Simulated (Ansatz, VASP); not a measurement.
Given: the input of a run of Ansatz 0.2.0 on WC.

Contents of input.yaml:

```yaml
crystal:
  lattice:
    - [0.0, 2.192684, 2.192684]
    - [2.192684, 0.0, 2.192684]
    - [2.192684, 2.192684, 0.0]
  atoms:
    - { symbol: W, position: [0.0, 0.0, 0.0] }
    - { symbol: C, position: [0.5, 0.5, 0.5] }
hamiltonian:
  xc: pbesol
  pseudopotentials: { kind: paw_fr }
magnetization:
  noncollinear: true
  spin_orbit: true
kpoints:
  mp_grid: { grid: [7, 7, 7] }
scf:
  occupations: { method: fermi_dirac, width: 0.05 }
output:
  forces: true
  stress: true
  eigenvalues: true
relax:
  f_tol: 0.01
  max_steps: 40
  cell: { stress_tol: 0.05 }
```

Potentials or basis: Ansatz PAW.

Command:

```console
$ ansatz run input.yaml --threads 2 --pin off --max-ram 5632MiB --backend cpu --events-out ev --progress --plain --runs-dir out
```

Problem. Translate it to VASP 6.6.1. Potentials there: VASP PAW PBE potentials, release 64 (W_sv, C).

Solution. As run (the cutoff follows the program's own potentials):

File INCAR:

```
SYSTEM = WC
PREC     = Accurate       ! precision mode
ENCUT    = 600            ! plane-wave cutoff, eV
EDIFF    = 1E-6           ! SCF threshold, eV
ISMEAR   = -1             ! smearing method
SIGMA    = 0.05           ! smearing width, eV
LREAL    = .FALSE.        ! projectors in reciprocal space
LASPH    = .TRUE.         ! aspherical terms in the spheres
NELM     = 100            ! most SCF steps
ALGO     = Normal         ! electronic algorithm
ISIF     = 3              ! what is computed and relaxed
LWAVE    = .FALSE.        ! write WAVECAR
LCHARG   = .FALSE.        ! write CHGCAR
MAGMOM   = 0 0 0 0 0 0    ! initial moments
LORBIT   = 11             ! projections on sites
LSORBIT  = .TRUE.         ! spin-orbit coupling
GGA_COMPAT= .FALSE.      
LMAXMIX  = 4              ! l up to which the mixer works
GGA      = PS             ! functional
IBRION   = 2              ! ionic algorithm
NSW      = 60             ! ionic steps
EDIFFG   = -0.01          ! ionic threshold
```

KPOINTS

```
regular mesh
0
G
  7 7 7
  0 0 0
```

Contents of POSCAR:

```
WC
1.0
    0.0000000000      2.1926840000      2.1926840000
    2.1926840000      0.0000000000      2.1926840000
    2.1926840000      2.1926840000      0.0000000000
W C
1 1
Direct
    0.0000000000      0.0000000000      0.0000000000
    0.5000000000      0.5000000000      0.5000000000
```

Potentials or basis: VASP PAW PBE potentials, release 64 (W_sv, C).

Command:

```console
$ cat potpaw_PBE.64/W_sv/POTCAR potpaw_PBE.64/C/POTCAR > POTCAR
$ mpirun -np 1 vasp_ncl > vasp.out
```

Both were run:

|  | VASP | Ansatz | Ansatz less VASP |
| --- | --- | --- | --- |
| gap on the k mesh at the Fermi level, each at its own relaxed structure (eV) | none | none | - |
| relaxed volume (Å³/atom) | 10.31 | 10.24 | -0.060 |
| relaxed cell length with the largest relative difference (Å) | 3.078 | 3.071 | -0.0060 |
| energy change over the relaxation (meV/atom) | -7 | -10 | -3.4 |

A gap of «none» marks a metal or a gap that the smearing closes.

Caveats: the PAW data sets were made with another functional, which shifts forces and pressure a little (VASP); the plane-wave basis is chosen anew once the cell has moved, so the energies of steps on either side of that aren't comparable (Ansatz); the pressure holds a Pulay correction of +0.3 GPa for the finite cutoff (Ansatz); the PAW data sets come from PBE, with cores solved anew for the run's functional, which leaves a small shift of forces and pressure (Ansatz).
